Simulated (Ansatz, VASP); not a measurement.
# One calculation of NaF, two programs

```
Na F
1.0
     0.00000    2.06193    2.32330
     2.58467    0.00000    2.32330
     2.58467    2.06193    0.00000
Na F
1 1
Cartesian
  0.0000 0.0000 0.0000
  2.5847 2.0619 2.3233
```

Change from the starting cell: strain +0.1125 x Voigt [1, -1, 0, 0, 0, 0], atoms carried along.

Alike in both runs: task single point; functional PBE; k mesh 8 × 8 × 8; occupations gaussian, width 0.05 eV; no spin polarisation.

```csv
,VASP,Ansatz
version,VASP 6.6.1,Ansatz 0.2.0
potentials or method,"VASP PAW PBE potentials, release 64 (Na_pv, F)","scalar-relativistic, plane waves, PAW"
plane-wave cutoff (eV),520,420
valence electrons in the cell,14,16
```

|  | VASP | Ansatz | Ansatz less VASP |
| --- | --- | --- | --- |
| gap on the k mesh at the Fermi level (eV) | 6.23 | 6.25 | +0.024 |
| least direct gap on the mesh (eV) | 6.23 | 6.25 | +0.024 |
| pressure (GPa) | 7.6 | 7.5 | -0.11 |
| largest component of the traceless stress (GPa) | 15.29 | 14.70 | -0.589 |

The two sets of potentials don't hold the same shells in valence.
